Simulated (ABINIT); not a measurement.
The system is Al.

```
CELL_PARAMETERS angstrom
-1.59122 1.59122 1.59122
1.59122 -1.59122 1.59122
1.59122 1.59122 -1.59122
ATOMIC_POSITIONS crystal
Al 0.00000 0.00000 0.00000
```

This isn't the form of Al at room conditions, which is fcc.

```yaml
Program: ABINIT 10.8.3 (patched build)
Task: single point
Functional: PBEsol
Potentials_or_basis: PseudoDojo NC SR PBEsol v0.4.1 standard
Cutoff: 544 eV
k_mesh: 12 × 12 × 12
Occupations: fermi-dirac, width 0.05 eV
Spin: no spin polarisation
```

On this cell: pressure 2.1 GPa; band gap on the k mesh none (metal or under the smearing width).

The same run follows on a disturbed copy (cell strained at random at fixed volume):

```
CELL_PARAMETERS angstrom
-1.69895 1.56431 1.60080
1.63095 -1.58291 1.55140
1.66037 1.54432 -1.61940
ATOMIC_POSITIONS crystal
Al 0.99931 0.01239 0.00585
```

**Question.** What does the disturbed cell give?

**Answer.** The energy (extrapolated to zero smearing) moves by +1.5 meV/atom; pressure 2.2 GPa; band gap on the k mesh none (metal or under the smearing width).

Stress tensor (GPa, compression positive):
```
3.34 0.47 1.43
0.47 1.67 0.60
1.43 0.60 1.70
```
